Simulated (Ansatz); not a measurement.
# Ti (Im-3m) in Ansatz: convergence with smearing width

Aim: find how far smearing width must go before the results for Ti settle, at HSE06. This setting moves, with any that are tied to it; all else stays.

Everything below comes from runs of Ansatz 0.2.0. Logs are shortened: lines on timing, memory, paths and dates and some standing lists are left out, and cuts for length are marked.

## 1. Starting point

Symmetry: Im-3m, No. 229, cubic system. Conventional cell: a = 3.282 Å, b = 3.282 Å, c = 3.282 Å, α = 90.00°, β = 90.00°, γ = 90.00°. Around Ti (site symmetry m-3m) lie 8 Ti at 2.84 Å.

This isn't the form of Ti at room conditions, which is hcp.

## 2. With smearing width 0.3 eV

input.yaml

```yaml
crystal:
  lattice:
    - [-1.641, 1.641, 1.641]
    - [1.641, -1.641, 1.641]
    - [1.641, 1.641, -1.641]
  atoms:
    - { symbol: Ti, position: [0.0, 0.0, 0.0] }
hamiltonian:
  xc: hse06
  pseudopotentials: { kind: nc, accuracy: standard }
kpoints:
  mp_grid: { grid: [6, 6, 6] }
scf:
  occupations: { method: fermi_dirac, width: 0.3 }
output:
  forces: true
  stress: true
  eigenvalues: true
```

Potentials or basis: PseudoDojo standard (PBE files).

Run with:

```bash
$ ansatz run input.yaml --threads 2 --pin off --max-ram 5632MiB --backend cpu --events-out ev --progress --plain --runs-dir out
```

The program printed:

```text
Warning: output.stress: scf.convergence.dr2_threshold = 1e-7 eV (the SCF's general default) is looser than the 1e-10 eV advised for a printed stress (1e-10 eV for each atom of the cell: 1). What an SCF threshold leaves in a stress goes as its square root, and in the free energy as the threshold itself, and one threshold admits the most on a small cell: of the crystals measured, under no hybrid functional and no lock of the moments, on runs that ended without the residual-converged pass, on stresses that held no estimate of that error, the worst erred by over 100 MPa in a component at 1e-7 eV an atom and by under 5 at 1e-10. Set scf.convergence.dr2_threshold to 1e-10 eV or tighter. The threshold is an SCF's pass mark: one that does not reach it within its budget of iterations ends unconverged, or closes short of it on a stop that the run arms, and scf.convergence.dr2_threshold's page says what that costs each kind of run
Warning: output.stress: scf.exx.energy_threshold = 1e-6 eV is looser than the 1e-8 eV advised for a stress under a hybrid functional (1e-8 eV for each atom of the cell: 1). Every SCF of the exchange loop can meet its threshold on dr2 while the loop round them stops early: no threshold on dr2 bounds what that leaves in the stress. Set scf.exx.energy_threshold to 1e-8 eV or tighter. The threshold is the loop's pass mark: a loop that does not reach it within its budget of cycles ends unconverged, and scf.exx.energy_threshold's page has the law
Warning: RAYON_NUM_THREADS=2 ignored (pool sized by the plan → 2); use --threads N
band count auto-derived: 11 (N_el = 12.0; filled up to band 6; 10 by the electrons, moments and atoms)
Engine: ansatz 0.2.0, x86_64-unknown-linux-gnu
Pseudopotentials: kind: nc
Pseudopotential: Ti, nc, valence charge 12, recommended cutoff 1142.878222 eV (normal), Ti.nc.azcp (PseudoDojo's, or run here from an input of PseudoDojo's; its table is named by hamiltonian.pseudopotentials.accuracy)
Functional definition: HSE06
  parameter a = 0.25
  parameter omega = 0.11/bohr
  exchange = pbe_x - a*pbe_x_sr(omega) + a*exact_x_sr(omega)
  correlation = pbe_c
Crystal: 1 atoms, lattice volume = 17.676 Å³
Basis set: ecut = 1142.878222 eV, 1505 PW (Γ), exchange–correlation on 64×64×64 points (8 copies of the dense FFT grid, shifted against one another)
Bands: 11, of which v1, the nominal top of the filled ones, is band 6 counted from 1 (5 counted from 0)
Symmetry: 48 space group operations
Space group: Im-3m (ITA 229), of the structure as read, at distance tolerance 2.6e-5 Å
k-points: 16 of 216
Non-local potential: Ti, projectors of the file, l = 0: 2, l = 1: 2, l = 2: 2
Initial density: superposition of atomic densities (chi_scale 0.1, normalization cell)
Initial wavefunctions: pseudopotential atomic-orbital guess
Functional: x = pbe(κ = 0.804, μ = 0.2195149727645171), c = pbe(β = 0.06672455060314922), warm-up for x = pbe(κ = 0.804, μ = 0.2195149727645171) + 0.25 (exact − pbe) at short range (hse, ω = 0.20786987370883472 Å⁻¹), c = pbe(β = 0.06672455060314922); HSE06 as pw.x's `hse` composes it (authors' and Libxc's form: `xc: wpbeh`)
SCF iter   1: F=—  HF=-1615.477797 eV  |F-HF|=—  |Δ(HF+E_count)|=         —  Δρ=4.85e-2  dr2=4.65e-1  ethr=1.00e-1  ⟨swp⟩=4.8  Hψ=496  notcnv=0
preconditioner: auto → none  [metal: Δε(μ)=0.042 eV  Ē_g=6.001 eV  σ=0.300 eV  W_gap=0.03  n_scr=0 (ndim 8)  ℏωp=17.7 eV  f_vac=0.000  D(μ)=1.93/eV (n_scr^D=18)]
iter 2 solved again at ethr=1.96e-4 eV; its pass at ethr=3.88e-3 eV (dr2=2.35e-2 eV) is discarded
SCF iter   2: F=—  HF=-1615.350168 eV  |F-HF|=—  |Δ(HF+E_count)|=   1.28e-1  Δρ=1.59e-2  dr2=2.52e-2  ethr=1.96e-4  ⟨swp⟩=2.8  Hψ=807  notcnv=0
SCF iter   3: F=—  HF=-1615.342415 eV  |F-HF|=—  |Δ(HF+E_count)|=   7.75e-3  Δρ=4.45e-3  dr2=1.50e-3  ethr=1.96e-4  ⟨swp⟩=3.0  Hψ=376  notcnv=0
SCF iter   4: F=—  HF=-1615.342660 eV  |F-HF|=—  |Δ(HF+E_count)|=   2.45e-4  Δρ=6.53e-4  dr2=1.97e-5  ethr=1.25e-5  ⟨swp⟩=3.0  Hψ=379  notcnv=0
[... 16 lines left out ...]
SCF iter   5: F=—  HF=-1605.265020 eV  |F-HF|=—  |Δ(HF+E_count)|=   1.04e-4  Δρ=5.47e-4  dr2=3.52e-5  ethr=3.85e-6  ⟨swp⟩=3.0  Hψ=365  notcnv=0
SCF iter   6: F=-1605.265031 eV  HF=-1605.265032 eV  |F-HF|=6.98e-7  |Δ(HF+E_count)|=   1.16e-5  Δρ=1.05e-4  dr2=1.67e-6  ethr=2.34e-7  ⟨swp⟩=3.1  Hψ=406  notcnv=0
SCF 2 stopped early in 6 iterations: F = -1605.265031 eV  dr2 = 1.67e-6
hybrid outer 1: dexx = +2.327e-2 eV, tail = 1.14e-5 eV
Exchange kernel: α = 0.2500, screened, ω = 0.2079 Å⁻¹, Wigner–Seitz truncation, v(0) = 1036.8711 eV·Å³, q-mesh 6×6×6, nearest image of the exchange supercell L = 17.05 Å, pair-density grid 20×20×20 (sized by the pseudopotential files, 27×27×27 at the most), exact exchange by density-matrix convolution
Frozen-core exchange: scaled_semilocal
SCF iter   1: F=—  HF=-1605.265467 eV  |F-HF|=—  |Δ(HF+E_count)|=         —  Δρ=1.52e-4  dr2=2.15e-6  ethr=4.75e-7  ⟨swp⟩=4.2  Hψ=482  notcnv=0
preconditioner: auto → none  [metal: Δε(μ)=0.168 eV  Ē_g=6.729 eV  σ=0.300 eV  W_gap=0.14  n_scr=0 (ndim 8)  ℏωp=17.7 eV  f_vac=0.000  D(μ)=1.61/eV (n_scr^D=18)]
SCF iter   2: F=—  HF=-1605.265467 eV  |F-HF|=—  |Δ(HF+E_count)|=   3.01e-7  Δρ=8.45e-5  dr2=2.25e-7  ethr=1.47e-8  ⟨swp⟩=3.0  Hψ=345  notcnv=0
SCF iter   3: F=—  HF=-1605.265467 eV  |F-HF|=—  |Δ(HF+E_count)|=   1.42e-7  Δρ=4.15e-5  dr2=5.92e-8  ethr=1.53e-9  ⟨swp⟩=3.3  Hψ=404  notcnv=0
SCF iter   4: F=—  HF=-1605.265467 eV  |F-HF|=—  |Δ(HF+E_count)|=   2.64e-9  Δρ=1.76e-5  dr2=3.40e-8  ethr=4.81e-10  ⟨swp⟩=3.2  Hψ=411  notcnv=0  defer=1
SCF iter   5: F=-1605.265467 eV  HF=-1605.265467 eV  |F-HF|=3.48e-9  |Δ(HF+E_count)|=   1.09e-8  Δρ=5.79e-6  dr2=3.89e-9  ethr=2.78e-10  ⟨swp⟩=3.2  Hψ=350  notcnv=0
SCF 3 converged in 5 iterations: F = -1605.265467 eV  dr2 = 3.89e-9
  Residual-converged pass: ⟨swp⟩=3.1  Hψ=376  notcnv=0  max |occ|·‖R‖ = 2.1e-6 eV (tolerance 2.4e-6 eV)  dr2=3.71e-9  max |Δocc| = 1.1e-11
hybrid outer 2: dexx = +1.970e-6 eV, tail = 1.09e-8 eV, Δε = 5.13e-3 eV (about 1.57e-4 eV left of the loop's levels)
hybrid SCF converged: 2 outer / 11 inner (+8 warm-up), last move |dexx| = 1.97e-6 eV, tail = 1.09e-8 eV
Stability not checked: this state was not tested for a lower state beside it, because the functional holds exact exchange (a hybrid, or Hartree-Fock), whose exchange loop this test does not read (fock_operator; see scf.lower_state_search)
Free energy (F): -1605.265467 eV
Frozen-core exchange: scaled_semilocal
Harris-Foulkes:  -1605.265467 eV  (|F-HF|=3.48e-9)
Internal energy: -1604.807875 eV  (E = F + TS)
E sigma→0 (E₀):  -1605.036671 eV
Entropy (-TS):   -0.457593 eV (-457.593 meV/atom)
Fermi energy:    12.975294 eV
--- Per-component energies (eV) ---
  E_band       = -189.928846
  E_kinetic    = 629.239978
  E_local      = -1202.662229  (includes V_loc(G=0)·N_el)
  E_nonlocal   = 19.025504
  E_hartree    = 325.290852
  E_xc         = -186.580936
  E_vxc        = -207.120745  (∫ρ·V_xc dr)
  E_exx        = -39.497538  (= α·E_x^exact, valence–valence)
  E_ewald      = -1149.623506
  E_smearing   = -0.457593  (= −TS)
  E_closure    = 0.000001  (closes the sum)
  Σ components = -1605.265467   (vs F -1605.265467, Δ=0.00e0)
--- Forces (eV/Å), atoms counted from 1 ---
  atom   1  Ti     0.00000000    -0.00000000     0.00000000
  max |Σ_I F_I| component: 8.83e-32 eV/Å
--- Stress (GPa, compression-positive) ---
       -0.883331      -0.000000       0.000000
       -0.000000      -0.883331       0.000000
        0.000000       0.000000      -0.883331
  P = ⅓ Tr σ = -0.8833 GPa (-8.833 kbar)
--- Band table (eV; the first three rows and the last of 16) ---
  k-point 0: bands = ["-48.4529", "-22.7344", "-22.7344", "-22.7344", "5.8321", "14.5010", "14.5010", "14.5010", "16.3824", "16.3824", "31.1198"]
  k-point 1: bands = ["-48.4196", "-22.9157", "-22.7866", "-22.7349", "6.8446", "14.0058", "14.1578", "15.1984", "16.0294", "16.3946", "29.5780"]
  k-point 2: bands = ["-48.3525", "-23.2647", "-22.8893", "-22.7358", "9.0935", "13.1004", "13.2403", "16.2162", "16.5312", "16.8843", "25.2080"]
  k-point 15: bands = ["-48.2291", "-23.1901", "-23.1901", "-23.1901", "10.3264", "10.3264", "17.6328", "17.6328", "17.6328", "21.7082", "21.7082"]
```

Run time: 29 s. Hardware: 2 threads of Intel Xeon at 2.50GHz (Skylake/Cascade Lake), shared host; peak memory 0.74 GiB.

What came out:

```
Free energy            : -1605.2655 eV
Pressure               : -0.9 GPa
Band gap on the k mesh : none (metal or under the smearing width)
```

## 3. With smearing width 0.2 eV

Edit input.yaml of step 2 so:

```diff
@@ -13,3 +13,3 @@
 scf:
-  occupations: { method: fermi_dirac, width: 0.3 }
+  occupations: { method: fermi_dirac, width: 0.2 }
 output:
```

Potentials or basis: PseudoDojo standard (PBE files).

Run with:

```bash
$ ansatz run input.yaml --threads 2 --pin off --max-ram 5632MiB --backend cpu --events-out ev --progress --plain --runs-dir out
```

Wall time 28 s (2 threads of Intel Xeon at 2.50GHz (Skylake/Cascade Lake), shared host); peak memory 0.74 GiB.

What came out:

```
Free energy            : -1605.1336 eV
Pressure               : -1.6 GPa
Band gap on the k mesh : none (metal or under the smearing width)
```

## 4. With smearing width 0.15 eV

Edit input.yaml of step 3 so:

```diff
@@ -13,3 +13,3 @@
 scf:
-  occupations: { method: fermi_dirac, width: 0.2 }
+  occupations: { method: fermi_dirac, width: 0.15 }
 output:
```

Run with:

```bash
$ ansatz run input.yaml --threads 2 --pin off --max-ram 5632MiB --backend cpu --events-out ev --progress --plain --runs-dir out
```

It took 28 s on 2 threads of Intel Xeon at 2.50GHz (Skylake/Cascade Lake), shared host; peak memory 0.73 GiB.

What came out:

| Item | Value |
| --- | --- |
| Free energy | -1605.0850 eV |
| Pressure | -1.8 GPa |
| Band gap on the k mesh | none (metal or under the smearing width) |

## 5. With smearing width 0.1 eV

Edit input.yaml of step 4 so:

```diff
@@ -13,3 +13,3 @@
 scf:
-  occupations: { method: fermi_dirac, width: 0.15 }
+  occupations: { method: fermi_dirac, width: 0.1 }
 output:
```

Run with:

```bash
$ ansatz run input.yaml --threads 2 --pin off --max-ram 5632MiB --backend cpu --events-out ev --progress --plain --runs-dir out
```

It took 29 s on 2 threads of Intel Xeon at 2.50GHz (Skylake/Cascade Lake), shared host; peak memory 0.74 GiB.

Results:

- Free energy: -1605.0497 eV
- Pressure: -2.0 GPa
- Band gap on the k mesh: none (metal or under the smearing width)

## 6. With smearing width 0.05 eV

Edit input.yaml of step 5 so:

```diff
@@ -13,3 +13,3 @@
 scf:
-  occupations: { method: fermi_dirac, width: 0.1 }
+  occupations: { method: fermi_dirac, width: 0.05 }
 output:
```

Potentials or basis: PseudoDojo standard (PBE files).

Run with:

```bash
$ ansatz run input.yaml --threads 2 --pin off --max-ram 5632MiB --backend cpu --events-out ev --progress --plain --runs-dir out
```

Run time: 26 s. Hardware: 2 threads of Intel Xeon at 2.50GHz (Skylake/Cascade Lake), shared host; peak memory 0.73 GiB.

It converged, with:

```yaml
Free_energy: -1605.0274 eV
Pressure: -2.1 GPa
Band_gap_on_the_k_mesh: none (metal or under the smearing width)
```

## 7. With smearing width 0.025 eV

Edit input.yaml of step 6 so:

```diff
@@ -13,3 +13,3 @@
 scf:
-  occupations: { method: fermi_dirac, width: 0.05 }
+  occupations: { method: fermi_dirac, width: 0.025 }
 output:
```

Run with:

```bash
$ ansatz run input.yaml --threads 2 --pin off --max-ram 5632MiB --backend cpu --events-out ev --progress --plain --runs-dir out
```

Wall time 26 s (2 threads of Intel Xeon at 2.50GHz (Skylake/Cascade Lake), shared host); peak memory 0.73 GiB.

It converged, with:

| Property | Result |
| --- | --- |
| Free energy | -1605.0195 eV |
| Pressure | -2.1 GPa |
| Band gap on the k mesh | none (metal or under the smearing width) |

## 8. With smearing width 0.01 eV

Edit input.yaml of step 7 so:

```diff
@@ -13,3 +13,3 @@
 scf:
-  occupations: { method: fermi_dirac, width: 0.025 }
+  occupations: { method: fermi_dirac, width: 0.01 }
 output:
```

Run with:

```bash
$ ansatz run input.yaml --threads 2 --pin off --max-ram 5632MiB --backend cpu --events-out ev --progress --plain --runs-dir out
```

Run time: 34 s. Hardware: 2 threads of Intel Xeon at 2.50GHz (Skylake/Cascade Lake), shared host; peak memory 0.73 GiB.

Results (log left out):

```yaml
Free_energy: -1605.0150 eV
Pressure: -2.1 GPa
Band_gap_on_the_k_mesh: none (metal or under the smearing width)
```

## 9. With smearing width 0.005 eV

Edit input.yaml of step 8 so:

```diff
@@ -13,3 +13,3 @@
 scf:
-  occupations: { method: fermi_dirac, width: 0.01 }
+  occupations: { method: fermi_dirac, width: 0.005 }
 output:
```

Potentials or basis: PseudoDojo standard (PBE files).

Run with:

```bash
$ ansatz run input.yaml --threads 2 --pin off --max-ram 5632MiB --backend cpu --events-out ev --progress --plain --runs-dir out
```

It took 37 s on 2 threads of Intel Xeon at 2.50GHz (Skylake/Cascade Lake), shared host; peak memory 0.74 GiB.

Results (log left out):

```
Free energy            : -1605.0134 eV
Pressure               : -2.1 GPa
Band gap on the k mesh : none (metal or under the smearing width)
```

## 10. Summary

```tsv
smearing width	energy less the tightest run, at zero smearing (meV/atom)	pressure (GPa)	SCF cycles	CPU time (s)	peak memory (GiB)
0.3 eV	-24.00	-0.88	19	56	0.74
0.2 eV	-11.36	-1.56	19	53	0.74
0.15 eV	-9.20	-1.82	20	53	0.73
0.1 eV	-8.54	-2.02	20	54	0.74
0.05 eV	-6.27	-2.10	17	49	0.73
0.025 eV	-3.04	-2.08	16	50	0.73
0.01 eV	-0.76	-2.09	26	65	0.73
0.005 eV	0.00	-2.09	31	70	0.74
```

Against the tightest run, the energy stays within 1 meV/atom from 0.01 eV on; the pressure stays within 0.1 GPa from 0.1 eV on. Narrower smearing needs a denser k mesh, so at a fixed mesh the narrowest width isn't the most accurate. The tightest run that finished is the yardstick and may itself not be fully converged.

Caveats: all runs use coarse meshes; the potentials were made for another functional, which shifts forces and pressure; the thresholds are loose for stress.
